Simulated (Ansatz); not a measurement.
Runs of Ansatz 0.2.0 on Pb. Symmetry: Fd-3m, No. 227, cubic system. Conventional cell: a = 6.878 Å, b = 6.878 Å, c = 6.878 Å, α = 90.00°, β = 90.00°, γ = 90.00°. Pb (site symmetry -43m) is surrounded by 4 Pb at 2.98 Å. This isn't the form of Pb at room conditions, which is fcc.

```tsv
level	pressure (GPa)
RPBE	3.6
PBEsol	0.5
revPBE	(b)
BLYP	4.6
LDA	(a)
```

Alike in all rows: task band structure; potentials or basis all-electron LAPW, scalar-relativistic; no spin polarisation; cell as given; k mesh 7 × 7 × 7; cutoff (eV) 231; smearing fermi-dirac 0.05 eV; basis error allowed 0.001 eV/atom.

Fill in the values left out.

(a) -0.7; (b) 3.3.

Runs at the PBE level aren't shown here.
